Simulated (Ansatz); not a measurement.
# How much does Ti in Mo(100), 2x2 scatter?

Aim: the resistance that Ti in Mo(100), 2x2 adds to the host.

Method: Ansatz plane-wave DFT, PBE, PAW files; ballistic transport by layer matching (Landauer), zero bias; PAW set soft_1, in the first sound run; inputs show where later runs differ, in Ansatz 0.2.0.

## (1) Set-up

The cell holds 72 atoms: 71 Mo and 1 Ti. Its edges and angles: a = 6.294 Å, b = 6.294 Å, c = 28.323 Å, α = 90.0°, β = 90.0°, γ = 90.0°. It derives from Mo. Regions: lead, 40 atoms (40 Mo); scattering region, 32 atoms (31 Mo and 1 Ti). The structure is stacked along c, and the current runs across the ab planes.

## (2) Transmission at ideal sites

The defect sits in one plane of the supercell, all atoms on ideal sites; the layers about the cell's end are the lead. The mesh across the current, 8×8, is finer than the density's, because channels open and close sharply across the zone. Energies from -0.1 to 0.1 eV in steps of 0.05 eV are too few for the program's thermal sum, so it prints no conductance; for a metal the transmission near the Fermi level serves, at a fraction of the cost.

input.yaml reads:

```yaml
crystal:
  lattice:
    - [6.294, 0.0, 0.0]
    - [0.0, 6.294, 0.0]
    - [0.0, 0.0, 28.323]
  atoms:
    - { symbol: Mo, position: [0.0, 0.0, 0.0277777778] }
    - { symbol: Mo, position: [0.0, 0.5, 0.0277777778] }
    - { symbol: Mo, position: [0.5, 0.0, 0.0277777778] }
    - { symbol: Mo, position: [0.5, 0.5, 0.0277777778] }
    - { symbol: Mo, position: [0.25, 0.25, 0.0833333333] }
    - { symbol: Mo, position: [0.25, 0.75, 0.0833333333] }
    - { symbol: Mo, position: [0.75, 0.25, 0.0833333333] }
    - { symbol: Mo, position: [0.75, 0.75, 0.0833333333] }
    - { symbol: Mo, position: [0.0, 0.0, 0.1388888889] }
    - { symbol: Mo, position: [0.0, 0.5, 0.1388888889] }
    - { symbol: Mo, position: [0.5, 0.0, 0.1388888889] }
    - { symbol: Mo, position: [0.5, 0.5, 0.1388888889] }
    - { symbol: Mo, position: [0.25, 0.25, 0.1944444444] }
    - { symbol: Mo, position: [0.25, 0.75, 0.1944444444] }
    - { symbol: Mo, position: [0.75, 0.25, 0.1944444444] }
    - { symbol: Mo, position: [0.75, 0.75, 0.1944444444] }
    - { symbol: Mo, position: [0.0, 0.0, 0.25] }
    - { symbol: Mo, position: [0.0, 0.5, 0.25] }
    - { symbol: Mo, position: [0.5, 0.0, 0.25] }
    - { symbol: Mo, position: [0.5, 0.5, 0.25] }
    - { symbol: Mo, position: [0.25, 0.25, 0.3055555556] }
    - { symbol: Mo, position: [0.25, 0.75, 0.3055555556] }
    - { symbol: Mo, position: [0.75, 0.25, 0.3055555556] }
    - { symbol: Mo, position: [0.75, 0.75, 0.3055555556] }
    - { symbol: Mo, position: [0.0, 0.0, 0.3611111111] }
    - { symbol: Mo, position: [0.0, 0.5, 0.3611111111] }
    - { symbol: Mo, position: [0.5, 0.0, 0.3611111111] }
    - { symbol: Mo, position: [0.5, 0.5, 0.3611111111] }
    - { symbol: Mo, position: [0.25, 0.25, 0.4166666667] }
    - { symbol: Mo, position: [0.25, 0.75, 0.4166666667] }
    - { symbol: Mo, position: [0.75, 0.25, 0.4166666667] }
    - { symbol: Mo, position: [0.75, 0.75, 0.4166666667] }
    - { symbol: Mo, position: [0.0, 0.0, 0.4722222222] }
    - { symbol: Mo, position: [0.0, 0.5, 0.4722222222] }
    - { symbol: Mo, position: [0.5, 0.0, 0.4722222222] }
    - { symbol: Mo, position: [0.5, 0.5, 0.4722222222] }
    - { symbol: Ti, position: [0.25, 0.25, 0.5277777778] }
    - { symbol: Mo, position: [0.25, 0.75, 0.5277777778] }
    - { symbol: Mo, position: [0.75, 0.25, 0.5277777778] }
    - { symbol: Mo, position: [0.75, 0.75, 0.5277777778] }
    - { symbol: Mo, position: [0.0, 0.0, 0.5833333333] }
    - { symbol: Mo, position: [0.0, 0.5, 0.5833333333] }
    - { symbol: Mo, position: [0.5, 0.0, 0.5833333333] }
    - { symbol: Mo, position: [0.5, 0.5, 0.5833333333] }
    - { symbol: Mo, position: [0.25, 0.25, 0.6388888889] }
    - { symbol: Mo, position: [0.25, 0.75, 0.6388888889] }
    - { symbol: Mo, position: [0.75, 0.25, 0.6388888889] }
    - { symbol: Mo, position: [0.75, 0.75, 0.6388888889] }
    - { symbol: Mo, position: [0.0, 0.0, 0.6944444444] }
    - { symbol: Mo, position: [0.0, 0.5, 0.6944444444] }
    - { symbol: Mo, position: [0.5, 0.0, 0.6944444444] }
    - { symbol: Mo, position: [0.5, 0.5, 0.6944444444] }
    - { symbol: Mo, position: [0.25, 0.25, 0.75] }
    - { symbol: Mo, position: [0.25, 0.75, 0.75] }
    - { symbol: Mo, position: [0.75, 0.25, 0.75] }
    - { symbol: Mo, position: [0.75, 0.75, 0.75] }
    - { symbol: Mo, position: [0.0, 0.0, 0.8055555556] }
    - { symbol: Mo, position: [0.0, 0.5, 0.8055555556] }
    - { symbol: Mo, position: [0.5, 0.0, 0.8055555556] }
    - { symbol: Mo, position: [0.5, 0.5, 0.8055555556] }
    - { symbol: Mo, position: [0.25, 0.25, 0.8611111111] }
    - { symbol: Mo, position: [0.25, 0.75, 0.8611111111] }
    - { symbol: Mo, position: [0.75, 0.25, 0.8611111111] }
    - { symbol: Mo, position: [0.75, 0.75, 0.8611111111] }
    - { symbol: Mo, position: [0.0, 0.0, 0.9166666667] }
    - { symbol: Mo, position: [0.0, 0.5, 0.9166666667] }
    - { symbol: Mo, position: [0.5, 0.0, 0.9166666667] }
    - { symbol: Mo, position: [0.5, 0.5, 0.9166666667] }
    - { symbol: Mo, position: [0.25, 0.25, 0.9722222222] }
    - { symbol: Mo, position: [0.25, 0.75, 0.9722222222] }
    - { symbol: Mo, position: [0.75, 0.25, 0.9722222222] }
    - { symbol: Mo, position: [0.75, 0.75, 0.9722222222] }
kpoints:
  mp_grid: { grid: [4, 4, 1] }
hamiltonian:
  xc: pbe
  pseudopotentials: { kind: paw, azcp: { folder: soft_1 } }
scf:
  occupations: { method: fermi_dirac, width: 0.1 }
output:
  transmission: { leads: [[0, 4]], kmesh: [8, 8], e_range: [-0.1, 0.1], de: 0.05 }
  write_potential: true
  write_density: true
  volumetric_format: npy
  elf: true
```

On the command line:

```bash
$ ansatz run input.yaml --threads 4 --pin off --max-ram 15360MiB --backend cpu --events-out ev --progress --plain --runs-dir out
```

Numbers of over 12 decimals in the logs are rounded to 6 here.

Output:

```text
Engine: ansatz 0.2.0, aarch64-unknown-linux-gnu
Pseudopotentials: kind: paw
Pseudopotential: Mo, paw, valence charge 14, recommended cutoff 420 eV (normal), soft_1/Mo.paw.azcp
Pseudopotential: Ti, paw, valence charge 12, recommended cutoff 420 eV (normal), soft_1/Ti.paw.azcp
Functional definition: PBE
  parameter kappa = 0.804
  parameter beta = 0.066725
  exchange = pbe_x(kappa = kappa, mu = beta*pi^2/3)
  correlation = pbe_c(beta = beta)
Crystal: 72 atoms, lattice volume = 1122.000 Å³
Basis set: ecut = 420 eV, 21955 PW (Γ)
Bands: 604, of which v1, the nominal top of the filled ones, is band 503 counted from 1 (502 counted from 0)
Symmetry: 16 space group operations
Space group: P4/mmm (ITA 123), of the structure as read, at distance tolerance 1.0e-4 Å
k-points: 6 of 16
Non-local potential: Mo, projectors of the file, l = 0: 3, l = 1: 2, l = 2: 2, l = 3: 1
Non-local potential: Ti, projectors of the file, l = 0: 3, l = 1: 2, l = 2: 3, l = 3: 1
PAW form: soft (Blöchl's): semilocal exchange-correlation on the pseudo side does not see the compensation charge
PAW one-centre angular grid: Mo, 590 points (default); XC on 64 Gauss nodes
PAW one-centre angular grid: Ti, 590 points (default); XC on 64 Gauss nodes
Initial density: superposition of atomic densities (chi_scale 0.1, normalization cell, long waves 43 % of neutral atoms (reshape's long-wave potential 1.43 eV rms, cloud 3.14 Å wide))
Initial wavefunctions: pseudopotential atomic-orbital guess
Functional: x = pbe(κ = 0.804, μ = 0.219515), c = pbe(β = 0.066725)
SCF iter   1: F=—  HF=-354464.178636 eV  |F-HF|=—  |Δ(HF+E_count)|=         —  Δρ=1.61e-1  dr2=4.28e3  ethr=3.10e-3  ⟨swp⟩=4.8  Hψ=11596  notcnv=0
preconditioner: auto → Kerker (q_TF=auto, 2.679 Å⁻¹)  [metal: Δε(μ)=0.004 eV  Ē_g=4.592 eV  σ=0.100 eV  W_gap=0.01  n_scr=372 (ndim 8)  ℏωp=23.0 eV  f_vac=0.000  D(μ)=51.65/eV (n_scr^D=450)]
SCF iter   2: F=—  HF=-354403.677648 eV  |F-HF|=—  |Δ(HF+E_count)|=    6.05e1  Δρ=7.11e-2  dr2=1.22e3  ethr=3.10e-3  ⟨swp⟩=4.3  Hψ=8094  notcnv=0
SCF iter   3: F=—  HF=-354384.724129 eV  |F-HF|=—  |Δ(HF+E_count)|=    1.90e1  Δρ=3.59e-2  dr2=3.87e2  ethr=3.10e-3  ⟨swp⟩=3.7  Hψ=7737  notcnv=0
SCF iter   4: F=—  HF=-354381.463518 eV  |F-HF|=—  |Δ(HF+E_count)|=    3.26e0  Δρ=1.29e-2  dr2=2.62e1  ethr=3.10e-3  ⟨swp⟩=2.5  Hψ=4615  notcnv=0
SCF iter   5: F=—  HF=-354380.814064 eV  |F-HF|=—  |Δ(HF+E_count)|=   6.49e-1  Δρ=3.86e-3  dr2=1.20e0  ethr=2.60e-3  ⟨swp⟩=4.0  Hψ=9189  notcnv=0
SCF iter   6: F=—  HF=-354380.785075 eV  |F-HF|=—  |Δ(HF+E_count)|=   2.90e-2  Δρ=9.54e-4  dr2=8.08e-2  ethr=1.19e-4  ⟨swp⟩=2.8  Hψ=6580  notcnv=0
SCF iter   7: F=—  HF=-354380.783509 eV  |F-HF|=—  |Δ(HF+E_count)|=   1.57e-3  Δρ=2.97e-4  dr2=7.65e-3  ethr=8.04e-6  ⟨swp⟩=1.8  Hψ=3850  notcnv=0
SCF iter   8: F=—  HF=-354380.783348 eV  |F-HF|=—  |Δ(HF+E_count)|=   1.61e-4  Δρ=5.54e-5  dr2=1.30e-4  ethr=7.60e-7  ⟨swp⟩=2.0  Hψ=4098  notcnv=0
SCF iter   9: F=—  HF=-354380.783307 eV  |F-HF|=—  |Δ(HF+E_count)|=   4.08e-5  Δρ=1.08e-5  dr2=7.73e-6  ethr=1.29e-8  ⟨swp⟩=2.0  Hψ=5346  notcnv=0
SCF iter  10: F=—  HF=-354380.783847 eV  |F-HF|=—  |Δ(HF+E_count)|=   5.40e-4  Δρ=2.11e-6  dr2=3.03e-7  ethr=7.69e-10  ⟨swp⟩=2.0  Hψ=6270  notcnv=0
SCF iter  11: F=-354380.783847 eV  HF=-354380.783847 eV  |F-HF|=3.10e-8  |Δ(HF+E_count)|=   1.83e-8  Δρ=6.25e-7  dr2=3.19e-8  ethr=9.94e-12  ⟨swp⟩=7.5  Hψ=9598  notcnv=0
SCF 1 converged in 11 iterations: F = -354380.783847 eV  dr2 = 3.19e-8
  greatest PAW one-centre occupation: 0.999 electrons in one spin orbital (limit 2), on the Mo atom at site 38 (counted from 0), in its partial waves of l = 0
transmission: 87 of 840 steps passed
transmission: 168 of 840 steps passed
[...]
transmission: 840 of 840 steps passed
SCF converged after 11 iterations
Free energy (F): -354380.783847 eV
Harris-Foulkes:  -354380.783847 eV  (|F-HF|=3.10e-8)
Internal energy: -354379.135836 eV  (E = F + TS)
E sigma→0 (E₀):  -354379.959841 eV
Entropy (-TS):   -1.648011 eV (-22.889 meV/atom)
Fermi energy:    21.007459 eV
--- Per-component energies (eV) ---
  E_band       = -3998.557974
  E_kinetic    = 30281.912673
  E_local      = -55394.145511  (includes V_loc(G=0)·N_el)
  E_nonlocal   = 10571.953058
  E_hartree    = 18913.039565
  E_xc         = -12645.241844
  E_vxc        = -15767.523041  (∫ρ·V_xc dr)
  E_paw        = -229080.502311  (= ΣΔE_a)
  E_vpaw       = -11516.836808  (= ΣTr[D̂ρ^β])
  E_aug_tail   = 0.003256  (compensation charges beyond the density's cutoff)
  E_ewald      = -117026.154721
  E_smearing   = -1.648011  (= −TS)
  E_closure    = 0.000000  (closes the sum)
  Σ components = -354380.783847   (vs F -354380.783847, Δ=0.00e0)
--- Band table (eV; the first three rows and the last of 6) ---
  k-point 0: bands = [... 499 lower, 20.8682, 20.8682, 20.8753, 20.8809, 20.8855, 20.9001, 20.9033, 21.0366, ... 97 higher]
  k-point 1: bands = [... 499 lower, 20.9365, 20.9746, 20.9902, 21.0347, 21.0657, 21.0673, 21.0775, 21.1182, ... 97 higher]
  k-point 2: bands = [... 499 lower, 20.6461, 20.9373, 20.9495, 20.9826, 21.0398, 21.1533, 21.1720, 21.2504, ... 97 higher]
  k-point 5: bands = [... 499 lower, 19.9086, 20.2961, 20.2982, 20.3806, 20.3806, 21.3875, 21.3875, 21.3937, ... 97 higher]
--- Transmission ---
  basis      : 349 plane waves across, 56 finite elements along
  points     : 15, standing for a mesh of 8 x 8
  energies   : 5 from -0.100000 to 0.100000 eV about the Fermi level, 0.050000 eV apart; the leads are filled to 0.000000 eV, and channels, transmission and decay are at 0.000000 eV
  crystal 0  : Mo4, at the sites [0, 4], period 1.5735 Å, over 26.75 Å; its Hamiltonian steps by up to 1.0 meV
    offset         : up to 0.0000 Å between an atom of the period and one for which it stands
    channels       : 6.593750e0 a spin
    conductance    : none, the energies end too early or step too widely for 300 K: set another output.transmission.e_range or a lower de, or, where they end at an eighth of basis.ecutwfc, a higher one
    slowest decay  : 0.0395 /Å at (0.5000, 0.3750)
  junction   : crystal 0 to crystal 0, 0.88 to 27.63 Å
    transmission   : 5.742149e0 a spin
    conductance    : none, the energies end too early or step too widely for 300 K: set another output.transmission.e_range or a lower de, or, where they end at an eighth of basis.ecutwfc, a higher one
```

Run time: 11 min. Hardware: 4 threads of Arm Neoverse V1, shared host; peak memory 11 GiB.

This step gave:

* free energy: -354380.7838 eV
* energy at zero smearing: -354379.9598 eV
* Fermi energy: 21.01 eV
* cell area: 39.61 Å²
* transmission per spin nearest the Fermi level: 5.742
* open channels per spin nearest the Fermi level: 6.594
* step of the lead's potential: 1 meV

Per spin. Transmission, zone mean against energy, zero at the Fermi level:

```
energy (eV)  transmission, zone mean
    -0.1000                     5.65
    -0.0500                     5.71
     0.0000                     5.74
     0.0500                     5.76
     0.1000                     5.93
```

Per spin. Open channels, zone mean, lead against energy, zero at the Fermi level:

```
energy (eV)  open channels, zone mean, lead
    -0.1000                            6.78
    -0.0500                            6.66
     0.0000                            6.59
     0.0500                            6.53
     0.1000                            6.84
```

Transmission over k1 and k2. At 0.0000 eV from the Fermi level.

Ten even steps from '_' (0.0) to '@' (12.8):
```
____..--++--..__
....::##%%##::..
::--##@@@@@@##--
::++%%@@@@@@%%++
::--##@@@@@@##--
....::##%%##::..
____..--++--..__
____..::::::..__
```
Columns: k1 (b1) from -0.5 to 0.375; rows upwards: k2 (b2) from -0.5 to 0.375.

Open channels over k1 and k2. At 0.0000 eV from the Fermi level.

Ten even steps from '0' (0.0) to '9' (15.0):
```
00134310
11389831
23899983
24999994
23899983
11389831
00134310
00122210
```
Columns: k1 (b1) from -0.5 to 0.375; rows upwards: k2 (b2) from -0.5 to 0.375.

Valence density in the ca plane at fractional y = 0.250, with atoms of Mo and Ti within 0.2 Å of it. It is the smooth field of the valence electrons, not physical close to the nuclei.

Values in units of 1e0 e/Å³, 9 rows by 16 columns, each cell a mean:
```
0.3 0.3 0.5 0.4 0.3 0.5 0.4 0.3 0.4 0.4 0.3 0.4 0.5 0.3 0.4 0.5
1.2 0.4 4.0 1.7 0.3 3.5 2.2 0.3 3.0 2.8 0.3 2.5 3.3 0.3 1.9 3.8
1.5 0.4 4.9 2.1 0.4 4.3 2.8 0.3 3.7 3.4 0.3 3.0 4.1 0.3 2.4 4.7
0.4 0.3 0.8 0.5 0.3 0.8 0.6 0.3 0.7 0.7 0.3 0.6 0.7 0.3 0.5 0.8
0.3 0.3 0.3 0.3 0.3 0.3 0.3 0.3 0.2 0.2 0.3 0.3 0.3 0.3 0.3 0.3
0.6 0.3 1.7 0.8 0.3 1.5 1.0 0.3 1.0 1.0 0.3 1.1 1.4 0.3 0.9 1.6
1.7 0.5 5.5 2.4 0.4 4.9 3.2 0.3 5.2 4.7 0.3 3.5 4.6 0.3 2.7 5.3
0.8 0.4 2.6 1.2 0.3 2.3 1.5 0.3 1.8 1.6 0.3 1.6 2.2 0.3 1.3 2.5
0.3 0.3 0.3 0.3 0.3 0.3 0.3 0.3 0.2 0.2 0.3 0.3 0.3 0.3 0.3 0.3
```
Columns run along c (16.0 Å, from fractional 0.22 to 0.78 of the cell), rows up along a (6.3 Å). Atoms in or near the plane, at fractional coordinates: Mo at (0.31, 0.25), Mo at (0.31, 0.75), Mo at (0.42, 0.25), Mo at (0.42, 0.75), Ti at (0.53, 0.25), Mo at (0.53, 0.75), Mo at (0.64, 0.25), Mo at (0.64, 0.75), Mo at (0.75, 0.25), Mo at (0.75, 0.75).

ELF in the ca plane at fractional y = 0.250, with atoms of Mo and Ti within 0.2 Å of it. It is the smooth field of the valence electrons, not physical close to the nuclei.

Ten even steps from '0' (0.11) to '9' (0.71), each cell a mean:
```
35545421245455321355555312455454213554553124
23554222224553222225542222245532222245422222
62352489842442689723523898524425897325337986
92231596961322887931314968712218869413149788
92231596961322887931314968713218879413149788
62352388842442688723523788524425887325327886
23554222224553222225542222245532222245422222
35545421245455321355455312455454213554553124
55445543455445533455456534664455334554554335
24555310134554211245553000255552101355531112
42453256533542466424631354125523665235424663
82241598951432898932412999503317989414239897
92131695861322876931303989602218759413149678
82241598951432799832412999503317989414238997
42453256533552366424631354125533564235424663
24555310134554211245553100255552111355532112
55445543455445533555456534664455334554554335
```
Columns run along c (16.0 Å, from fractional 0.22 to 0.78 of the cell), rows up along a (6.3 Å). Atoms in or near the plane, at fractional coordinates: Mo at (0.31, 0.25), Mo at (0.31, 0.75), Mo at (0.42, 0.25), Mo at (0.42, 0.75), Ti at (0.53, 0.25), Mo at (0.53, 0.75), Mo at (0.64, 0.25), Mo at (0.64, 0.75), Mo at (0.75, 0.25), Mo at (0.75, 0.75).

Electrostatic potential energy in the ca plane at fractional y = 0.250, with atoms of Mo and Ti within 0.2 Å of it. With pseudopotentials it is smooth inside the atoms' cores, unlike the true potential.

Values in eV, 9 rows by 16 columns, each cell a mean:
```
 19  21  13  18  21  14  17  22  15  16  22  16  14  22  17  13
  1  16 -33  -6  18 -28 -13  19 -22 -20  20 -16 -26  19  -9 -32
 -3  15 -41 -11  17 -35 -19  19 -29 -26  19 -22 -33  18 -14 -39
 17  21   5  15  21   7  12  22   9  10  22  11   8  21  14   6
 22  22  20  21  22  21  21  22  21  21  22  21  21  22  21  20
 12  19  -8   8  20  -5   4  21   5   6  21   3  -4  21   6  -7
 -6  13 -46 -15  16 -40 -23  19 -13 -11  19 -26 -38  18 -18 -44
  7  18 -20   2  20 -16  -3  21  -1   0  21  -5 -14  20   0 -18
 21  22  18  21  22  19  20  22  20  20  22  20  19  22  20  19
```
Columns run along c (16.0 Å, from fractional 0.22 to 0.78 of the cell; values clipped at the 3rd and 97th percentile), rows up along a (6.3 Å). Atoms in or near the plane, at fractional coordinates: Mo at (0.31, 0.25), Mo at (0.31, 0.75), Mo at (0.42, 0.25), Mo at (0.42, 0.75), Ti at (0.53, 0.25), Mo at (0.53, 0.75), Mo at (0.64, 0.25), Mo at (0.64, 0.75), Mo at (0.75, 0.25), Mo at (0.75, 0.75).

Over the solved energies the transmission per spin lies between 5.65 and 5.93, out of 6.68 channels of the lead on average (up to 6.84).

## (3) Resistance at ideal sites

This step: Ansatz plane-wave DFT, PBE, PAW files; ballistic transport by layer matching (Landauer), zero bias; area resistance of the defect plane and resistivity an atomic per cent; PAW set soft_1 (Ansatz 0.2.0).

Numbers from this step:

| Quantity | Value |
| --- | --- |
| area resistance | 0.1156 fΩ m² |
| T over the leads' mean channel count | 0.8702 |
| resistivity per at.% scaled from this dense plane, with the factor 3/4 for isotropic scattering | 2.205 µΩ cm |

Averaged over the energies near the Fermi level, 87.0 % of the channels pass, which makes 0.116 fΩ m².

By hand, with T and the leads' channels N averaged over the energies near the Fermi level: RA = A (h/2e²)(1/T − 1/N) = 39.61×10⁻²⁰ m² × 12 906 Ω × (1/5.738 − 1/6.594) = 0.116 fΩ m². Per atomic per cent: RA × A / V_atom × 0.01 × 3/4 = 2.20 µΩ cm, with the host's V_atom = 15.58 Å³.

(Part 1 of 3 ends here.)

[Logs are printed without paths, hosts, clocks, repeated set-up lines and the standing remarks that a program may print on its own settings, such as how far it seeks lower states.]

[Hosts, paths, dates, database ids (printed as entryN), source tags and the programs' standing remarks are cut or masked in the printed files.]
